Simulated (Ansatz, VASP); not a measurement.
# Two plane-wave programs on CoSi2

```
Co Si
1.0
     0.00000    2.65625    2.65625
     2.65625    0.00000    2.65625
     2.65625    2.65625    0.00000
Co Si
1 2
Direct
  0.00000 0.00000 0.00000
  0.25000 0.25000 0.25000
  0.75000 0.75000 0.75000
```

Alike in both runs: functional PBEsol; k mesh 14 × 14 × 14; occupations gaussian, width 0.1 eV; no spin polarisation.

Ansatz relaxed the structure, and its values are those at the end. VASP's run is a single point on that final structure, the one shown.

|  | VASP | Ansatz |
| --- | --- | --- |
| version | VASP 6.6.1 | Ansatz 0.2.0 |
| potentials or method | VASP PAW PBE potentials, release 64 (Co, Si) | scalar-relativistic, plane waves, PAW |
| plane-wave cutoff (eV) | 520 | 420 |
| valence electrons in the cell | 17 | 25 |

Ansatz gave:

| Quantity | Value |
| --- | --- |
| gap on the k mesh at the Fermi level (eV) | none |
| pressure (GPa) | 0.0 |

Question: Which values does VASP return?

Answer: gap on the k mesh at the Fermi level (eV): none; pressure (GPa): 0.1.

A gap of «none» marks a metal or a gap that the smearing closes. The functional is the same, so the differences come from potentials, cutoffs and numerics. The two sets of potentials don't hold the same shells in valence.

Caveats: the PAW data sets were made with another functional, which shifts forces and pressure a little (VASP). Spin polarisation is off, so any magnetic state and its effect on volume and gap are missing.
